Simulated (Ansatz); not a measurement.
Here is an Ansatz 0.2.0 calculation.

The input input.yaml:

```yaml
crystal:
  lattice:
    - [3.111, 0.0, 0.0]
    - [-1.5555, 2.6942050312, 0.0]
    - [0.0, 0.0, 5.093]
  atoms:
    - { symbol: Li, position: [0.6666666667, 0.3333333333, 0.75] }
    - { symbol: Li, position: [0.3333333333, 0.6666666667, 0.25] }
kpoints:
  mp_grid: { grid: [10, 10, 5] }
scf:
  occupations: { method: fermi_dirac, width: 0.05 }
hamiltonian:
  xc: pbe
  pseudopotentials: { kind: all_electron, lapw: { basis_error: 0.001 } }
output:
  forces: true
  stress: true
  eigenvalues: true
  populations: true
```

Potentials or basis: all-electron LAPW, scalar-relativistic.

Launch:

```bash
$ ansatz run input.yaml --threads 1 --pin off --max-ram 3072MiB --backend cpu --events-out ev --progress --plain --runs-dir out
```

Estimate the band gap on the k mesh.

none (metal or under the smearing width).

What does it give for the pressure?

-0.7 GPa.

Stress tensor (GPa, compression positive):
```
-0.62  0.00  0.00
 0.00 -0.62  0.00
 0.00  0.00 -0.82
```
